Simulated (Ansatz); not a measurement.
# Ruthenium, diamond under LDA: from relaxation to bulk modulus

What does LDA give for ruthenium in the diamond structure? We relax it, solve it on a dense k-mesh, switch on spin-orbit coupling, then scale the cell to 7 volumes from 88 to 112 % of the relaxed one and try a fit of the equation of state. The k-meshes are 10×10×10 for the relaxation; 17×17×17 for the dense run; 10×10×10 for spin-orbit coupling; 11×11×11 for the volumes.

This is Ru in the diamond structure; at room conditions it is hcp.

Method: DFT LDA (PW92), plane waves (420 eV) with PAW, scalar-relativistic; PBE-made PAW files, in Ansatz 0.2.0.

## Step 1: The starting structure

The structure is cubic, space group Fd-3m (No. 227). Conventional cell: a = 5.270 Å, b = 5.270 Å, c = 5.270 Å, α = 90.00°, β = 90.00°, γ = 90.00°. Ru (site symmetry -43m) has 4 Ru at 2.28 Å as nearest neighbours.

Coordinates:

```cif
data_structure
_symmetry_space_group_name_H-M 'Fd-3m:1'
_symmetry_Int_Tables_number 227
_cell_length_a 5.2703
_cell_length_b 5.2703
_cell_length_c 5.2703
_cell_angle_alpha 90.000
_cell_angle_beta 90.000
_cell_angle_gamma 90.000
_cell_volume 146.39
loop_
_atom_site_label
_atom_site_type_symbol
_atom_site_symmetry_multiplicity
_atom_site_Wyckoff_symbol
_atom_site_fract_x
_atom_site_fract_y
_atom_site_fract_z
_atom_site_occupancy
Ru1 Ru 8 b 0.75000 0.75000 0.75000 1
```

## Step 2: Relaxation of the cell

Contents of input.yaml:

```yaml
crystal:
  lattice:
    - [0.0, 2.635171402, 2.635171402]
    - [2.635171402, 0.0, 2.635171402]
    - [2.635171402, 2.635171402, 0.0]
  atoms:
    - { symbol: Ru, position: [0.125, 0.125, 0.125] }
    - { symbol: Ru, position: [0.875, 0.875, 0.875] }
hamiltonian:
  xc: lda
  pseudopotentials:
    kind: paw
    azcp:
      Ru: "pseudopotentials/Ru.paw.azcp"
basis:
  ecutwfc: 420
  fft_grid_basis: typed
kpoints:
  mp_grid: { grid: [10, 10, 10], shift: [0, 0, 0] }
magnetization:
  spin_polarized: false
scf:
  occupations: { method: fermi_dirac, width: 0.1 }
relax:
  max_steps: 60
  f_tol: 0.01
  cell: {}
```

The log of the run:

```text
Warning: <dir> the record states the generating functional pbe (its physics header spells it `PBE`), which answers neither for hamiltonian.xc's functional nor for the lda family's — results may be inconsistent (PPs are generated against a specific XC)
Warning: RAYON_NUM_THREADS=2 ignored (pool sized by the plan → 2); use --threads N
Engine: ansatz 0.2.0, aarch64-unknown-linux-gnu
Pseudopotentials: kind: paw
Pseudopotential: Ru, paw, valence charge 16, recommended cutoff 420 eV (normal), <dir>
Functional definition: SPW92
  exchange = slater_x
  correlation = pw_c
Crystal: 2 atoms, lattice volume = 36.598 Å³
Basis set: ecut = 420 eV, 725 PW (Γ)
Bands: 20, of which v1, the nominal top of the filled ones, is band 16 counted from 1 (15 counted from 0)
Symmetry: 48 space group operations
Space group: Fd-3m (ITA 227), of the structure as read, at distance tolerance 3.3e-5 Å
k-points: 47 of 1000
Non-local potential: Ru, projectors of the file, l = 0: 3, l = 1: 2, l = 2: 2, l = 3: 1
PAW form: soft (Blöchl's): semilocal exchange-correlation on the pseudo side does not see the compensation charge
PAW frozen core: Ru, regenerated for the run's functional, and the local potential with it (the file was generated under x = pbe(κ = 0.804, μ = 0.2195149727645171), c = pbe(β = 0.06672455060314922))
PAW one-centre angular grid: Ru, 590 points (default); XC on 64 Gauss nodes
Initial density: superposition of atomic densities (neutral atoms: chi_scale 0, normalization atom), corrected by the library's trained network
Initial wavefunctions: pseudopotential atomic-orbital guess
Functional: x = slater, c = lda
SCF iter   1: F=—  HF=-11513.773592 eV  |F-HF|=—  |Δ(HF+E_count)|=         —  Δρ=5.94e-3  dr2=3.04e-3  ethr=1.77e-3  ⟨swp⟩=5.1  Hψ=4191  notcnv=0
preconditioner: auto → Kerker (q_TF=auto, 2.668 Å⁻¹)  [metal: Δε(μ)=0.082 eV  Ē_g=5.662 eV  σ=0.100 eV  W_gap=0.20  n_scr=14 (ndim 8)  ℏωp=24.6 eV  f_vac=0.000  D(μ)=1.58/eV (n_scr^D=14)]
SCF iter   2: F=—  HF=-11513.774261 eV  |F-HF|=—  |Δ(HF+E_count)|=   6.69e-4  Δρ=3.30e-3  dr2=9.56e-4  ethr=9.50e-6  ⟨swp⟩=2.1  Hψ=1644  notcnv=0
SCF iter   3: F=—  HF=-11513.774366 eV  |F-HF|=—  |Δ(HF+E_count)|=   1.05e-4  Δρ=3.32e-4  dr2=2.04e-5  ethr=2.99e-6  ⟨swp⟩=2.7  Hψ=1368  notcnv=0
SCF iter   4: F=—  HF=-11513.774373 eV  |F-HF|=—  |Δ(HF+E_count)|=   6.07e-6  Δρ=7.19e-5  dr2=1.31e-6  ethr=6.37e-8  ⟨swp⟩=2.1  Hψ=1237  notcnv=0
SCF iter   5: F=—  HF=-11513.774373 eV  |F-HF|=—  |Δ(HF+E_count)|=   6.28e-7  Δρ=1.91e-5  dr2=1.21e-7  ethr=4.09e-9  ⟨swp⟩=2.5  Hψ=1409  notcnv=0
SCF iter   6: F=-11513.774373 eV  HF=-11513.774373 eV  |F-HF|=8.17e-10  |Δ(HF+E_count)|=   1.86e-8  Δρ=7.51e-6  dr2=1.28e-8  ethr=3.13e-10  ⟨swp⟩=4.0  Hψ=2980  notcnv=0
SCF 1 converged in 6 iterations: F = -11513.774373 eV  dr2 = 1.28e-8
relax step   1: F+E_penalty+E_count = -11513.77437315 eV  Δ(F+E_penalty+E_count) = +0.000e0 eV  max|allowed force component| = 3.238e-17 eV/Å  Δτ_max = 0.0000 Å  P = +10.505 GPa  Ω = 36.598 Å³  (6 SCF iters, dr2 threshold 1.00e-7 eV, accepted)
Crystal: 2 atoms, lattice volume = 39.083 Å³
Basis set: ecut = 420 eV, 749 PW (Γ)
Initial density: handed on by an earlier stage of this run
Initial wavefunctions: those handed on with the density
iter 1 solved again at ethr=4.60e-6 eV; its pass at ethr=3.10e-3 eV (dr2=1.47e-3 eV) is discarded
SCF iter   1: F=—  HF=-11513.823999 eV  |F-HF|=—  |Δ(HF+E_count)|=         —  Δρ=3.74e-3  dr2=1.38e-3  ethr=4.60e-6  ⟨swp⟩=2.2  Hψ=5737  notcnv=0
preconditioner: auto → Kerker (q_TF=auto, 2.639 Å⁻¹)  [metal: Δε(μ)=0.093 eV  Ē_g=5.257 eV  σ=0.100 eV  W_gap=0.22  n_scr=14 (ndim 8)  ℏωp=23.8 eV  f_vac=0.000  D(μ)=1.72/eV (n_scr^D=14)]
SCF iter   2: F=—  HF=-11513.824143 eV  |F-HF|=—  |Δ(HF+E_count)|=   1.44e-4  Δρ=2.04e-3  dr2=4.36e-4  ethr=4.33e-6  ⟨swp⟩=1.0  Hψ=940  notcnv=0
SCF iter   3: F=—  HF=-11513.824195 eV  |F-HF|=—  |Δ(HF+E_count)|=   5.24e-5  Δρ=1.61e-4  dr2=7.13e-6  ethr=1.36e-6  ⟨swp⟩=1.0  Hψ=940  notcnv=0
SCF iter   4: F=—  HF=-11513.824194 eV  |F-HF|=—  |Δ(HF+E_count)|=   1.28e-6  Δρ=3.52e-5  dr2=5.41e-7  ethr=2.23e-8  ⟨swp⟩=2.3  Hψ=1554  notcnv=0
iter 5 did not close the SCF: its close was put off for the readings that it lacked (scf_convergence_deferred on its scf_iter line)
SCF iter   5: F=-11513.824194 eV  HF=-11513.824194 eV  |F-HF|=1.36e-8  |Δ(HF+E_count)|=   3.30e-8  Δρ=1.04e-5  dr2=6.13e-8  ethr=1.69e-9  ⟨swp⟩=2.0  Hψ=1260  notcnv=0
SCF iter   6: F=-11513.824194 eV  HF=-11513.824194 eV  |F-HF|=1.17e-9  |Δ(HF+E_count)|=   1.70e-9  Δρ=2.25e-6  dr2=2.28e-9  ethr=1.92e-10  ⟨swp⟩=2.0  Hψ=3130  notcnv=0
SCF 2 converged in 6 iterations: F = -11513.824194 eV  dr2 = 2.28e-9
relax step   2: F+E_penalty+E_count = -11513.82419409 eV  Δ(F+E_penalty+E_count) = -4.982e-2 eV  max|allowed force component| = 9.252e-17 eV/Å  Δτ_max = 0.0000 Å  P = -3.222 GPa  Ω = 39.083 Å³  energy of the carried Pulay correction = -3.038e-4 eV  (6 SCF iters, dr2 threshold 2.00e-7 eV, accepted)
Crystal: 2 atoms, lattice volume = 38.470 Å³
iter 1 solved again at ethr=2.12e-7 eV; its pass at ethr=3.10e-3 eV (dr2=6.78e-5 eV) is discarded
SCF iter   1: F=—  HF=-11513.831035 eV  |F-HF|=—  |Δ(HF+E_count)|=         —  Δρ=9.00e-4  dr2=7.48e-5  ethr=2.12e-7  ⟨swp⟩=2.4  Hψ=5730  notcnv=0
preconditioner: auto → Kerker (q_TF=auto, 2.646 Å⁻¹)  [metal: Δε(μ)=0.094 eV  Ē_g=5.352 eV  σ=0.100 eV  W_gap=0.23  n_scr=14 (ndim 8)  ℏωp=23.9 eV  f_vac=0.000  D(μ)=1.68/eV (n_scr^D=14)]
SCF iter   2: F=—  HF=-11513.831042 eV  |F-HF|=—  |Δ(HF+E_count)|=   7.19e-6  Δρ=4.96e-4  dr2=2.44e-5  ethr=2.12e-7  ⟨swp⟩=1.0  Hψ=940  notcnv=0
SCF iter   3: F=—  HF=-11513.831045 eV  |F-HF|=—  |Δ(HF+E_count)|=   2.87e-6  Δρ=3.31e-5  dr2=2.54e-7  ethr=7.64e-8  ⟨swp⟩=1.0  Hψ=940  notcnv=0
iter 4 did not close the SCF: its close was put off for the readings that it lacked (scf_convergence_deferred on its scf_iter line)
SCF iter   4: F=-11513.831045 eV  HF=-11513.831045 eV  |F-HF|=1.08e-9  |Δ(HF+E_count)|=   4.56e-8  Δρ=4.95e-6  dr2=1.11e-8  ethr=7.94e-10  ⟨swp⟩=2.5  Hψ=1708  notcnv=0
iter 5 did not close the SCF: its close was put off for the readings that it lacked (scf_convergence_deferred on its scf_iter line)
SCF iter   5: F=-11513.831045 eV  HF=-11513.831045 eV  |F-HF|=2.04e-10  |Δ(HF+E_count)|=  9.86e-10  Δρ=1.95e-6  dr2=1.92e-9  ethr=3.46e-11  ⟨swp⟩=1.5  Hψ=1066  notcnv=0
SCF iter   6: F=-11513.831045 eV  HF=-11513.831045 eV  |F-HF|=2.55e-11  |Δ(HF+E_count)|=  6.18e-11  Δρ=4.04e-7  dr2=8.16e-11  ethr=6.00e-12  ⟨swp⟩=1.6  Hψ=2424  notcnv=0
SCF 3 converged in 6 iterations: F = -11513.831045 eV  dr2 = 8.16e-11
relax step   3: F+E_penalty+E_count = -11513.83104538 eV  Δ(F+E_penalty+E_count) = -6.851e-3 eV  max|allowed force component| = 1.249e-16 eV/Å  Δτ_max = 0.0000 Å  P = -0.278 GPa  Ω = 38.470 Å³  energy of the carried Pulay correction = -2.307e-4 eV  (6 SCF iters, dr2 threshold 2.00e-7 eV, accepted)
Crystal: 2 atoms, lattice volume = 38.415 Å³
iter 1 solved again at ethr=2.48e-9 eV; its pass at ethr=3.10e-3 eV (dr2=7.94e-7 eV) is discarded
SCF iter   1: F=—  HF=-11513.831100 eV  |F-HF|=—  |Δ(HF+E_count)|=         —  Δρ=8.08e-5  dr2=6.03e-7  ethr=2.48e-9  ⟨swp⟩=3.7  Hψ=5570  notcnv=0
preconditioner: auto → Kerker (q_TF=auto, 2.646 Å⁻¹)  [metal: Δε(μ)=0.093 eV  Ē_g=5.361 eV  σ=0.100 eV  W_gap=0.22  n_scr=14 (ndim 8)  ℏωp=24.0 eV  f_vac=0.000  D(μ)=1.68/eV (n_scr^D=14)]
SCF iter   2: F=—  HF=-11513.831100 eV  |F-HF|=—  |Δ(HF+E_count)|=   6.36e-8  Δρ=4.46e-5  dr2=1.98e-7  ethr=1.88e-9  ⟨swp⟩=1.0  Hψ=940  notcnv=0
iter 3 did not close the SCF: its close was put off for the readings that it lacked (scf_convergence_deferred on its scf_iter line)
SCF iter   3: F=-11513.831100 eV  HF=-11513.831100 eV  |F-HF|=2.76e-10  |Δ(HF+E_count)|=   2.39e-8  Δρ=3.05e-6  dr2=2.42e-9  ethr=6.20e-10  ⟨swp⟩=1.0  Hψ=940  notcnv=0
iter 4 did not close the SCF: its close was put off for the readings that it lacked (scf_convergence_deferred on its scf_iter line)
SCF iter   4: F=-11513.831100 eV  HF=-11513.831100 eV  |F-HF|=1.46e-11  |Δ(HF+E_count)|=  4.66e-10  Δρ=5.04e-7  dr2=1.22e-10  ethr=7.56e-12  ⟨swp⟩=3.0  Hψ=1826  notcnv=0
iter 5 did not close the SCF: its close was put off for the readings that it lacked (scf_convergence_deferred on its scf_iter line)
SCF iter   5: F=-11513.831100 eV  HF=-11513.831100 eV  |F-HF|=3.64e-12  |Δ(HF+E_count)|=  9.09e-12  Δρ=1.92e-7  dr2=1.89e-11  ethr=1.00e-12  ⟨swp⟩=1.0  Hψ=940  notcnv=0
SCF iter   6: F=-11513.831100 eV  HF=-11513.831100 eV  |F-HF|=3.64e-12  |Δ(HF+E_count)|=    0.00e0  Δρ=3.36e-8  dr2=4.35e-13  ethr=1.00e-12  ⟨swp⟩=1.0  Hψ=2068  notcnv=0
SCF 4 converged in 6 iterations: F = -11513.831100 eV  dr2 = 4.35e-13
relax step   4: F+E_penalty+E_count = -11513.83110001 eV  Δ(F+E_penalty+E_count) = -5.463e-5 eV  max|allowed force component| = 7.401e-17 eV/Å  Δτ_max = 0.0000 Å  P = -0.003 GPa  Ω = 38.415 Å³  energy of the carried Pulay correction = -2.241e-4 eV  (6 SCF iters, dr2 threshold 1.94e-7 eV, accepted)
Initial wavefunctions: pseudopotential atomic-orbital guess (no wavefunctions were taken with the density)
iter 1 solved again at ethr=2.62e-7 eV; its pass at ethr=3.10e-3 eV (dr2=8.40e-5 eV) is discarded
SCF iter   1: F=—  HF=-11513.831374 eV  |F-HF|=—  |Δ(HF+E_count)|=         —  Δρ=1.24e-4  dr2=2.04e-7  ethr=2.62e-7  ⟨swp⟩=3.0  Hψ=6582  notcnv=0
SCF iter   2: F=—  HF=-11513.831376 eV  |F-HF|=—  |Δ(HF+E_count)|=   2.81e-6  Δρ=6.30e-5  dr2=5.00e-8  ethr=6.39e-10  ⟨swp⟩=2.1  Hψ=1321  notcnv=0
SCF iter   3: F=—  HF=-11513.831377 eV  |F-HF|=—  |Δ(HF+E_count)|=   7.61e-7  Δρ=2.12e-6  dr2=3.96e-10  ethr=1.56e-10  ⟨swp⟩=1.3  Hψ=1153  notcnv=0
iter 4 did not close the SCF: its close was put off for the readings that it lacked (scf_convergence_deferred on its scf_iter line)
SCF iter   4: F=-11513.831377 eV  HF=-11513.831377 eV  |F-HF|=5.46e-12  |Δ(HF+E_count)|=  5.04e-10  Δρ=2.39e-7  dr2=8.10e-12  ethr=1.24e-12  ⟨swp⟩=2.1  Hψ=1593  notcnv=0
iter 5 did not close the SCF: its close was put off for the readings that it lacked (scf_convergence_deferred on its scf_iter line)
SCF iter   5: F=-11513.831377 eV  HF=-11513.831377 eV  |F-HF|=0.00e0  |Δ(HF+E_count)|=  1.82e-12  Δρ=5.44e-8  dr2=1.67e-12  ethr=1.00e-12  ⟨swp⟩=1.0  Hψ=940  notcnv=0
iter 6 did not close the SCF: its close was put off for the readings that it lacked (scf_convergence_deferred on its scf_iter line)
SCF iter   6: F=-11513.831377 eV  HF=-11513.831377 eV  |F-HF|=0.00e0  |Δ(HF+E_count)|=  1.82e-12  Δρ=1.49e-8  dr2=1.36e-13  ethr=1.00e-12  ⟨swp⟩=1.0  Hψ=940  notcnv=0
iter 7 did not close the SCF: its close was put off for the readings that it lacked (scf_convergence_deferred on its scf_iter line)
SCF iter   7: F=-11513.831377 eV  HF=-11513.831377 eV  |F-HF|=5.46e-12  |Δ(HF+E_count)|=  3.64e-12  Δρ=2.55e-9  dr2=1.13e-15  ethr=1.00e-12  ⟨swp⟩=1.0  Hψ=940  notcnv=0
SCF iter   8: F=-11513.831377 eV  HF=-11513.831377 eV  |F-HF|=0.00e0  |Δ(HF+E_count)|=    0.00e0  Δρ=1.17e-9  dr2=4.36e-16  ethr=1.00e-12  ⟨swp⟩=2.4  Hψ=2909  notcnv=0
SCF 5 converged in 8 iterations: F = -11513.831377 eV  dr2 = 4.36e-16
relax step   5: F+E_penalty+E_count = -11513.83137717 eV  Δ(F+E_penalty+E_count) = -2.772e-4 eV  max|allowed force component| = 5.551e-17 eV/Å  Δτ_max = 0.0000 Å  P = +0.014 GPa  Ω = 38.415 Å³  stress off target by 1.38e-2 GPa  SCF on the basis re-selected at this cell (its energy is not comparable with the rows above)  (8 SCF iters)
basis re-selected at this cell: Δ(F+E_penalty+E_count) = -2.772e-4 eV, ΔP = +0.017 GPa vs the last step (what re-selecting the basis moved, of the pressure what is left beyond the Pulay correction that the steps carried, after the strain that the cell walked since its last selection, with what the two solves' SCF thresholds leave and, on support functions, any second-order correction that the steps lacked; it is no measure of the basis error at this ecutwfc). The dense FFT grid was sized anew with the basis: this SCF ran on 27×27×27 points, the steps before it on 25×25×25, so part of this shift can come from that change (see relax.cell in the input reference). This SCF's stress stands 1.38e-2 GPa from its target on what of the cell is left free (relax.cell.stress_tol is 5.00e-2 GPa) and its largest allowed force component is 5.55e-17 eV/Å (relax.f_tol is 1.00e-2 eV/Å): within both
SCF converged after 8 iterations
Free energy (F): -11513.831377 eV
Harris-Foulkes:  -11513.831377 eV  (|F-HF|=0.00e0)
Internal energy: -11513.774786 eV  (E = F + TS)
E sigma→0 (E₀):  -11513.803082 eV
Entropy (-TS):   -0.056591 eV (-28.295 meV/atom)
Fermi energy:    14.944307 eV
--- Per-component energies (eV) ---
  E_band       = -370.341944
  E_kinetic    = 1031.818607
  E_local      = -3782.957384  (includes V_loc(G=0)·N_el)
  E_nonlocal   = 701.726704
  E_hartree    = 1303.564318
  E_xc         = -376.596643
  E_vxc        = -474.564055  (∫ρ·V_xc dr)
  E_paw        = -6685.085901  (= ΣΔE_a)
  E_vpaw       = -453.493953  (= ΣTr[D̂ρ^β])
  E_aug_tail   = -0.000498  (compensation charges beyond the density's cutoff)
  E_ewald      = -3707.387360
  E_core_change = 1.143370  (= ΣΔE_core)
  E_smearing   = -0.056591  (= −TS)
  E_closure    = 0.000000  (closes the sum)
  Σ components = -11513.831377   (vs F -11513.831377, Δ=0.00e0)
--- Forces (eV/Å), atoms counted from 1 ---
  atom   1  Ru    -0.00000000    -0.00000000     0.00000000
  atom   2  Ru     0.00000000     0.00000000    -0.00000000
  max |Σ_I F_I| component: 1.85e-17 eV/Å
--- Stress (GPa, compression-positive) ---
        0.013798       0.000000      -0.000000
       -0.000000       0.013798       0.000000
       -0.000000       0.000000       0.013798
  P = ⅓ Tr σ = 0.0138 GPa (0.138 kbar)
--- Relaxed structure (4 steps of the walk, 4 accepted, 1 SCFs on fresh bases) ---
  F+E_penalty+E_count = -11513.83137717 eV   max|allowed force component| = 5.551e-17 eV/Å   (the final SCF, on the basis selected at the relaxed cell)
  cell:  # Å, volume = 38.4152 Å³
    - [-1.651218998695401e-33, 2.6780858717673075, 2.6780858717673075]
    - [2.6780858717673075, -1.6448497850839338e-33, 2.6780858717673075]
    - [2.6780858717673075, 2.6780858717673075, 8.311825628660931e-34]
  atoms:
    - { symbol: Ru, position: [0.125, 0.125, 0.125] }
    - { symbol: Ru, position: [0.875, 0.875, 0.875] }
```

It took 4.2 s on 2 threads of an Arm CPU, shared host; peak memory 0.31 GiB.

The walk, from the log:

```
step  energy change (meV/atom)  largest force (eV/Å)  pressure (GPa)  volume (Å³/atom)
   1                      0.00                0.0000           10.50            18.299
   2                    -24.91                0.0000           -3.22            19.541
   3                    -28.34                0.0000           -0.28            19.235
   4                    -28.36                0.0000            0.00            19.208
   5                    -28.50                0.0000            0.01            19.208
```

Steps that repeat a cell are solved on a basis chosen anew, so their changes of energy are no gain of the relaxation.

The cell of the run, before and after:

|  | before | after | change |
| --- | --- | --- | --- |
| a (Å) | 3.727 | 3.787 | +1.6 % |
| b (Å) | 3.727 | 3.787 | +1.6 % |
| c (Å) | 3.727 | 3.787 | +1.6 % |
| volume (Å³/atom) | 18.299 | 19.208 | +5.0 % |
| shortest distance (Å) | 2.282 | 2.319 | +1.6 % |
| space group (spins left aside) | Fd-3m | Fd-3m | same |

## Step 3: Single point on a dense mesh

Contents of input.yaml:

```yaml
crystal:
  lattice:
    - [0.0, 2.6780858718, 2.6780858718]
    - [2.6780858718, 0.0, 2.6780858718]
    - [2.6780858718, 2.6780858718, 0.0]
  atoms:
    - { symbol: Ru, position: [0.125, 0.125, 0.125] }
    - { symbol: Ru, position: [0.875, 0.875, 0.875] }
hamiltonian:
  xc: lda
  pseudopotentials:
    kind: paw
    azcp:
      Ru: "pseudopotentials/Ru.paw.azcp"
basis:
  ecutwfc: 420
  fft_grid_basis: typed
kpoints:
  mp_grid: { grid: [17, 17, 17], shift: [0, 0, 0] }
magnetization:
  spin_polarized: false
scf:
  occupations: { method: fermi_dirac, width: 0.1 }
```

The log of the run (excerpt; [...] marks lines left out):

```text
Warning: <dir> the record states the generating functional pbe (its physics header spells it `PBE`), which answers neither for hamiltonian.xc's functional nor for the lda family's — results may be inconsistent (PPs are generated against a specific XC)
Warning: RAYON_NUM_THREADS=2 ignored (pool sized by the plan → 2); use --threads N
[...]
[... 3 set-up lines as earlier in the session ...]
[...]
Crystal: 2 atoms, lattice volume = 38.415 Å³
Basis set: ecut = 420 eV, 749 PW (Γ)
Bands: 20, of which v1, the nominal top of the filled ones, is band 16 counted from 1 (15 counted from 0)
[... 1 set-up line as earlier in the session ...]
Space group: Fd-3m (ITA 227), of the structure as read, at distance tolerance 3.4e-5 Å
k-points: 165 of 4913
[...]
SCF iter   1: F=—  HF=-11513.829339 eV  |F-HF|=—  |Δ(HF+E_count)|=         —  Δρ=6.14e-3  dr2=3.66e-3  ethr=1.77e-3  ⟨swp⟩=5.3  Hψ=14418  notcnv=0
[...]
SCF iter   6: F=-11513.830447 eV  HF=-11513.830447 eV  |F-HF|=7.06e-10  |Δ(HF+E_count)|=   3.16e-8  Δρ=5.84e-6  dr2=5.79e-9  ethr=1.80e-10  ⟨swp⟩=1.0  Hψ=9835  notcnv=0
[...]
SCF converged after 6 iterations
Free energy (F): -11513.830447 eV
[...]
E sigma→0 (E₀):  -11513.801417 eV
Entropy (-TS):   -0.058059 eV (-29.029 meV/atom)
Fermi energy:    14.941562 eV
[...]
```

Wall time 2.5 s (2 threads of an Arm CPU, shared host); peak memory 0.35 GiB.

## Step 4: With spin-orbit coupling

Edit input.yaml of step 3 so:

```diff
@@ -11,3 +11,3 @@
   pseudopotentials:
-    kind: paw
+    kind: paw_fr
     azcp:
@@ -18,5 +18,6 @@
 kpoints:
-  mp_grid: { grid: [17, 17, 17], shift: [0, 0, 0] }
+  mp_grid: { grid: [10, 10, 10], shift: [0, 0, 0] }
 magnetization:
-  spin_polarized: false
+  noncollinear: true
+  spin_orbit: true
 scf:
```

The log of the run (excerpt; [...] marks lines left out):

```text
Warning: <dir> the record states the generating functional pbe (its physics header spells it `PBE`), which answers neither for hamiltonian.xc's functional nor for the lda family's — results may be inconsistent (PPs are generated against a specific XC)
Warning: RAYON_NUM_THREADS=2 ignored (pool sized by the plan → 2); use --threads N
[...]
Pseudopotentials: kind: paw_fr
Pseudopotential: Ru, paw_fr, valence charge 16, recommended cutoff 420 eV (normal), <dir>
[... 1 set-up line as earlier in the session ...]
[...]
non-collinear run that drives no moment, with spin-orbit: no starting moment large enough to seed its density (crystal.atoms[].spin), no starting occupations that ask for one, no magnetisation constraint and no magnetic field, so the semilocal B_xc is pinned to zero
Crystal: 2 atoms, lattice volume = 38.415 Å³
Basis set: ecut = 420 eV, 749 PW (Γ)
Bands: 40, of which v1, the nominal top of the filled ones, is band 32 counted from 1 (31 counted from 0)
Symmetry: 48 space group operations + 48 with time reversal
[...]
k-points: 47 of 1000
Projection manifold: j_resolved (fully-relativistic pseudo-atomic orbitals)
[...]
SCF iter   1: F=—  HF=-11517.525393 eV  |F-HF|=—  |Δ(HF+E_count)|=         —  Δρ=8.45e-2  dr2=2.12e0  dr2_m=0.00e0 (ungated)  ethr=3.10e-3  |M|=0.00e0 ∫|m|=0.00e0 μB  |m|>n=0.0e0 m-floor=0.0e0 τ_xc=0.0e0  β_m=0.30  ⟨swp⟩=7.2  Hψ=4422  notcnv=0
[...]
spin=Noncollinear: Kerker preconditioning applied to the charge; magnetization (m_x, m_y, m_z) channels mix plain (no charge-response kernel on spin).
[...]
SCF iter   8: F=-11516.868480 eV  HF=-11516.868480 eV  |F-HF|=4.15e-10  |Δ(HF+E_count)|=   1.96e-8  Δρ=2.01e-6  dr2=8.49e-10  dr2_m=0.00e0 (ungated)  ethr=3.13e-10  |M|=0.00e0 ∫|m|=0.00e0 μB  |m|>n=0.0e0 m-floor=0.0e0 τ_xc=0.0e0  ⟨swp⟩=2.0  Hψ=1881  notcnv=0
[...]
SCF converged after 8 iterations
Magnetization: |M| = 0.0000 μB,  M = (+0.0000, +0.0000, +0.0000) μB
Absolute magnetization: 0.0000 μB (∫|m|)
  site 0: m = (+0.0000, +0.0000, +0.0000) μB, |m| = 0.0000 μB  (R = 0.96 Å)
  site 1: m = (+0.0000, +0.0000, +0.0000) μB, |m| = 0.0000 μB  (R = 0.96 Å)
Free energy (F): -11516.868480 eV
[...]
E sigma→0 (E₀):  -11516.840102 eV
Entropy (-TS):   -0.056757 eV (-28.378 meV/atom)
Fermi energy:    14.947996 eV
[...]
```

Run time: 4.9 s. Hardware: 2 threads of an Arm CPU, shared host; peak memory 0.4 GiB.

Side by side:

```csv
,scalar-relativistic,with spin-orbit coupling
k-mesh,17×17×17,10×10×10
gap on the mesh,none (levels filled in part),none (levels filled in part)
```

The meshes differ, so small differences between the columns need not come from spin-orbit coupling.

[end of part 1 of 2]
